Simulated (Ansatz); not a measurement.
# Tunnelling decay and corrugation (ordered overlayer): Nb(100)-p(2x2)-N, hollow site; Rh(111)-(2x2)-Cl, top site; and others

A simple barrier model says that the current falls as exp(−2κz) with κ = 0.512 √φ (Å⁻¹, φ in eV). How well does that hold over real surfaces, and how fast does atomic contrast fade as the tip draws back?

Set-up. Ansatz 0.2.0, plane waves with PAW datasets (its set soft_2), functional as listed; relaxed slabs, Tersoff-Hamann images of the filled states within the window listed under the Fermi level. κ is fitted to the planar mean between 3 and 5 Å over the top atom; the model's barrier is the work function plus half the window. A setpoint is the mean density at the height named.

The runs side by side:

| surface | functional | work function (eV) | window (eV) | κ, model (Å⁻¹) | κ, fitted (Å⁻¹) | near setpoint (Å): corrugation (Å) | far setpoint (Å): corrugation (Å) |
| --- | --- | --- | --- | --- | --- | --- | --- |
| Nb(100)-p(2x2)-N, hollow site | PBE | 3.62 | 0.40 | 1.00 | 1.07 | 3: 1.008 | 4.5: 0.746 |
| Ir(111)-c(4x2)-Tl, top site | PBE | 4.06 | 0.30 | 1.05 | 1.10 | 3: 1.945 | 5: 0.682 |
| Fe(100)-p(2x2)-C, hollow site | PBE-D3(BJ) | 4.32 | 0.50 | 1.09 | 1.13 | 3: 0.079 | 5: 0.036 |
| Pd(100)-p(2x2)-I, hollow site | PBE | 4.46 | 0.30 | 1.10 | 1.22 | 3: 1.655 | 5: 0.790 |
| W(100)-(2x1)-Tl, hollow site | LDA | 4.64 | 0.50 | 1.13 | 1.22 | 2.5: 1.304 | 4: 0.880 |
| Re(0001)-c(4x2)-Sb, fcc site | PBE-D3(BJ) | 4.72 | 0.30 | 1.13 | 1.21 | 3: 1.778 | 4.5: 0.851 |
| Cu(110)-(1x2)-F, hollow site | PBE | 5.15 | 0.50 | 1.19 | 1.29 | 3: 0.132 | 4.5: 0.133 |
| Pb(111)-(2x2)-Cl, bridge site | PBE | 5.21 | 0.30 | 1.19 | 1.30 | 3: 1.906 | 5: 1.386 |
| Pt(110)-(1x3)-Ge, hollow site | LDA | 5.29 | 0.50 | 1.21 | 1.32 | 3: 1.272 | 4.5: 0.956 |
| Rh(111)-(2x2)-Cl, top site | r2SCAN | 6.26 | 0.40 | 1.30 | 1.47 | 3: 1.001 | 4.5: 0.529 |

**Answer.** The fitted κ is 1.04 to 1.13 times the model's, and larger in 10 of 10. Momentum along the surface adds to κ² and raises it, while a barrier that has not reached its full height this near the surface lowers it. Worked for Nb(100)-p(2x2)-N, hollow site: 0.512 × √(3.62 + 0.20) = 1.00 Å⁻¹; with the fitted 1.07 Å⁻¹ the current falls by exp(2 × 1.07) = 8.5 per Å.

What the numbers leave out: The model has an s-wave tip and no forces between tip and sample. Semilocal potentials reach the vacuum level too fast, without an image tail. The surfaces are built from prototypes and need not be the stable ones; functionals, windows and heights differ between rows (the narrowest window from 0.2 eV on is taken, and runs with charge in the vacuum are left out), and rows with Cr, Mn, Fe, Co, Ni or Gd rest on one magnetic start or none. The table is a selection: not every member that was run is listed.
